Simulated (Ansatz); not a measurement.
# Calculated with Ansatz: Zr, vacancy hop by nudged elastic band

Input:

```yaml
crystal:
  lattice:
    - [3.22264509, 5.58178504, 0.0]
    - [-3.22264509, 5.58178504, 0.0]
    - [0.0, 0.0, 10.264212]
  atoms:
    - { symbol: Zr, position: [0.16391925, 0.17498491, 0.12463143] }
    - { symbol: Zr, position: [0.32970534, 0.33504201, 0.37680061] }
    - { symbol: Zr, position: [0.34056842, 0.33352122, 0.87554953] }
    - { symbol: Zr, position: [0.17314894, 0.66735619, 0.12513702] }
    - { symbol: Zr, position: [0.33777438, 0.83567625, 0.37450977] }
    - { symbol: Zr, position: [0.16491671, 0.66840698, 0.62678345] }
    - { symbol: Zr, position: [0.33388646, 0.83225639, 0.8778797] }
    - { symbol: Zr, position: [0.66999563, 0.16462982, 0.12412844] }
    - { symbol: Zr, position: [0.83046514, 0.33799227, 0.37173142] }
    - { symbol: Zr, position: [0.65783923, 0.17022741, 0.61982994] }
    - { symbol: Zr, position: [0.82787296, 0.33945037, 0.87480232] }
    - { symbol: Zr, position: [0.66371031, 0.67064673, 0.12664275] }
    - { symbol: Zr, position: [0.83544823, 0.8294631, 0.3730556] }
    - { symbol: Zr, position: [0.6724475, 0.66194656, 0.62472284] }
    - { symbol: Zr, position: [0.83384252, 0.82332295, 0.87337562] }
kpoints:
  mp_grid: { grid: [3, 3, 2] }
magnetization:
  spin_polarized: false
scf:
  occupations: { method: gaussian, width: 0.1 }
hamiltonian:
  pseudopotentials: { kind: paw }
  xc: pbe
basis:
  ecutwfc: 420
neb:
  images: 3
  relax_end_points: true
  climbing: true
  f_tol: 0.1
  max_iterations: 40
  order_check: false
  final_atoms:
    - { symbol: Zr, position: [0.16391925, 0.17498491, 0.12463143] }
    - { symbol: Zr, position: [0.32970534, 0.33504201, 0.37680061] }
    - { symbol: Zr, position: [0.34056842, 0.33352122, 0.87554953] }
    - { symbol: Zr, position: [0.17314894, 0.66735619, 0.12513702] }
    - { symbol: Zr, position: [0.17042049, 1.16084775, 0.62350827] }
    - { symbol: Zr, position: [0.16491671, 0.66840698, 0.62678345] }
    - { symbol: Zr, position: [0.33388646, 0.83225639, 0.8778797] }
    - { symbol: Zr, position: [0.66999563, 0.16462982, 0.12412844] }
    - { symbol: Zr, position: [0.83046514, 0.33799227, 0.37173142] }
    - { symbol: Zr, position: [0.65783923, 0.17022741, 0.61982994] }
    - { symbol: Zr, position: [0.82787296, 0.33945037, 0.87480232] }
    - { symbol: Zr, position: [0.66371031, 0.67064673, 0.12664275] }
    - { symbol: Zr, position: [0.83544823, 0.8294631, 0.3730556] }
    - { symbol: Zr, position: [0.6724475, 0.66194656, 0.62472284] }
    - { symbol: Zr, position: [0.83384252, 0.82332295, 0.87337562] }
```

Run with:

```bash
ansatz run input.yaml --threads 4 --pin off --max-ram 8192MiB --backend cpu --events-out ev --progress --plain --runs-dir out
```

Origin of the cell: a database entry, scaled a little.

The cell is 2×2×2 cells of Zr with one Zr taken out; atom 5 (Zr) hops into the empty site, 3.13 Å away before the end points are relaxed. All atoms were shaken by about 0.02 Å first.

Output (shortened):

```
Warning: neb: disabling space-group detection — the band's intermediate images generally break the endpoint symmetry, so no spatial operation reduces the k-mesh or symmetrises the density, ex […]
Pseudopotentials: kind: paw
Pseudopotential: Zr, paw, valence charge 12, recommended cutoff 420 eV (normal), Zr.paw.azcp
Functional definition: PBE
  exchange = pbe_x(kappa = kappa, mu = beta*pi^2/3)
  correlation = pbe_c(beta = beta)
parallel-image band execution: 3 concurrent image workers
NEB image 0
Crystal: 15 atoms, lattice volume = 369.268 Å³
Basis set: ecut = 420 eV, 7283 PW (Γ), exchange–correlation on 90×90×144 points (8 copies of the dense FFT grid, shifted against one another)
Bands: 108, of which v1, the nominal top of the filled ones, is band 90 counted from 1 (89 counted from 0)
Symmetry: 1 space group operations
[… 3 lines left out …]
Initial density: superposition of atomic densities (neutral atoms: chi_scale 0, normalization atom), corrected by the library's trained network
Functional: x = pbe(κ = 0.804, μ = 0.219515), c = pbe(β = 0.066725)
SCF iter   1: F=—  HF=-62755.376330 eV  Δρ=5.50e-3  dr2=7.80e-1
SCF iter   2: F=—  HF=-62755.352359 eV  Δρ=2.45e-3  dr2=1.90e-2  defer=1
SCF iter   3: F=—  HF=-62755.353285 eV  Δρ=1.30e-3  dr2=7.35e-3  defer=1
[… 4 lines left out …]
SCF iter   8: F=—  HF=-62755.353596 eV  Δρ=1.02e-5  dr2=1.57e-6  defer=1
SCF iter   9: F=—  HF=-62755.353595 eV  Δρ=2.42e-6  dr2=1.01e-7  defer=1
SCF iter  10: F=-62755.353595 eV  HF=-62755.353595 eV  Δρ=8.71e-7  dr2=7.75e-9
NEB iter   1: max|band force component| = 1.023e0 eV/Å  barrier→ = 1.2524 eV  barrier← = 1.2524 eV  Δτ_max = 0.1989 Å  (52 SCF iters)
NEB iter   2: max|band force component| = 4.318e-1 eV/Å  barrier→ = 0.6573 eV  barrier← = 0.6573 eV  CI = image 2  Δτ_max = 0.0881 Å  (31 SCF iters)
NEB iter   3: max|band force component| = 9.971e-2 eV/Å  barrier→ = 0.5866 eV  barrier← = 0.5866 eV  CI = image 2  Δτ_max = 0.0223 Å  (26 SCF iters)
NEB iter   4: max|band force component| = 5.168e-2 eV/Å  barrier→ = 0.5790 eV  barrier← = 0.5790 eV  CI = image 2  Δτ_max = 0.0000 Å  (8 SCF iters)
--- NEB band (5 images, 4 band iterations, 117 SCF iterations, 68 more in tests of the images' electronic states and relaxations of end points) ---
  forward barrier  = 0.578970 eV
  backward barrier = 0.578964 eV
  lagrangian_above_aufbau_ev (what the smearing adds, to first order; not taken off the barriers): saddle image -0.046085 eV, end points -0.040951 and -0.040919 eV
  climbing image's point = of an order that was not read
  energies are F+E_penalty+E_count in eV, relative to image 0
  image     s (Å)  Δ vs image 0  max|band force component| (eV/Å)
      0    0.0000      0.000000                                 —
      1    0.8513      0.326426                          5.167e-2
  *   2    1.7157      0.578970                          2.922e-2
      3    2.5784      0.327587                          5.168e-2
      4    3.4281      0.000006                                 —
```

The converged band:

```
image  path over all atoms (Å)  ΔF (eV)   Zr x     y  z (Å)
    0                     0.00    0.000  -1.62  6.52   3.90
    1                     0.85    0.326  -2.02  6.75   4.41
    2                     1.72    0.579  -2.42  6.98   5.13
    3                     2.58    0.328  -2.82  7.21   5.84
    4                     3.43    0.000  -3.21  7.44   6.36
```

Relaxed start, forces in eV/Å:

```xyz
15
Lattice="3.223 5.582 0.000 -3.223 5.582 0.000 0.000 0.000 10.264" Properties=species:S:1:pos:R:3:forces:R:3 pbc="T T T" image=0
Zr   -0.001    1.868    1.280   -0.002   -0.004   -0.003
Zr   -0.003    3.717    3.896    0.003   -0.004   -0.001
Zr   -0.003    3.717    8.928    0.003   -0.002   -0.001
Zr   -1.588    4.673    1.280    0.004   -0.002   -0.001
Zr   -1.622    6.521    3.896    0.000    0.007    0.001
Zr   -1.672    4.625    6.411    0.009    0.002    0.000
Zr   -1.622    6.522    8.927    0.002    0.007   -0.001
Zr    1.583    4.673    1.279    0.001    0.000    0.000
Zr    1.619    6.521    3.896   -0.003    0.001    0.003
Zr    1.665    4.621    6.411   -0.007    0.012    0.000
Zr    1.619    6.522    8.926   -0.002    0.000    0.000
Zr    0.000    7.418    1.279   -0.004   -0.001    0.000
Zr   -0.002    9.307    3.830   -0.002    0.000    0.005
Zr   -0.002    7.513    6.411    0.001   -0.012    0.001
Zr   -0.002    9.308    8.992   -0.002   -0.003   -0.002
```

Highest image (2), forces in eV/Å:

```xyz
15
Lattice="3.223 5.582 0.000 -3.223 5.582 0.000 0.000 0.000 10.264" Properties=species:S:1:pos:R:3:forces:R:3 pbc="T T T" image=2
Zr   -0.074    1.906    1.270   -0.020    0.011   -0.019
Zr   -0.196    3.901    3.794   -0.008    0.006   -0.009
Zr    0.088    3.681    8.907    0.005    0.009    0.005
Zr   -1.701    4.699    1.349   -0.005   -0.009   -0.005
Zr   -2.419    6.980    5.128    0.000    0.000    0.000
Zr   -1.417    4.479    6.462    0.008   -0.006    0.010
Zr   -1.540    6.474    8.986    0.020   -0.011    0.019
Zr    1.503    4.717    1.222    0.029   -0.017    0.008
Zr    1.360    6.597    3.794   -0.009    0.004   -0.009
Zr    1.840    4.522    6.368    0.002   -0.001    0.001
Zr    1.693    6.461    8.907   -0.006   -0.009    0.005
Zr   -0.084    7.501    1.349    0.006    0.009   -0.005
Zr   -0.231    9.439    3.888   -0.001    0.001   -0.002
Zr    0.249    7.365    6.462    0.009   -0.004    0.010
Zr    0.106    9.244    9.034   -0.029    0.017   -0.007
```

Relaxed end, forces in eV/Å:

```xyz
15
Lattice="3.223 5.582 0.000 -3.223 5.582 0.000 0.000 0.000 10.264" Properties=species:S:1:pos:R:3:forces:R:3 pbc="T T T" image=4
Zr    0.006    1.858    1.327    0.000    0.001    0.006
Zr    0.059    3.756    3.844   -0.006   -0.002    0.003
Zr   -0.029    3.707    8.976    0.007    0.003    0.002
Zr   -1.614    4.663    1.330    0.004   -0.001   -0.001
Zr   -3.212    7.439    6.359   -0.002    0.000    0.002
Zr   -1.610    4.663    6.361    0.002   -0.001   -0.004
Zr   -1.613    6.514    8.977    0.001    0.000    0.000
Zr    1.610    4.654    1.265    0.000   -0.001   -0.005
Zr    1.613    6.450    3.844    0.000    0.002   -0.001
Zr    1.614    4.653    6.424   -0.005    0.000    0.005
Zr    1.609    6.544    8.976    0.000   -0.004    0.001
Zr   -0.012    7.438    1.331    0.003    0.004   -0.002
Zr   -0.054    9.339    3.846   -0.002   -0.004   -0.004
Zr   -0.008    7.439    6.360    0.001    0.003    0.000
Zr    0.025    9.289    8.978   -0.002    0.001   -0.002
```

Barrier of this path: 0.58 eV forwards, 0.58 eV backwards, after 4 band iterations.

Caveats: no moments, though an odd count or open d shells may carry them; the k mesh is coarse if the cell is a metal; a small cell with a neutral vacancy and no spin, whose shape can make like sites unlike; the cell is held at a rescaled volume, and strain moves barriers; the hop was drawn among near neighbours and need not be the easiest path; few images and a loose tolerance, and neither the top nor the ends were tested for their order.

The run took 4.1 min on 4 threads of Arm Neoverse V2, with other jobs on the host, peak memory 2.1 GiB, from the program's own first density.
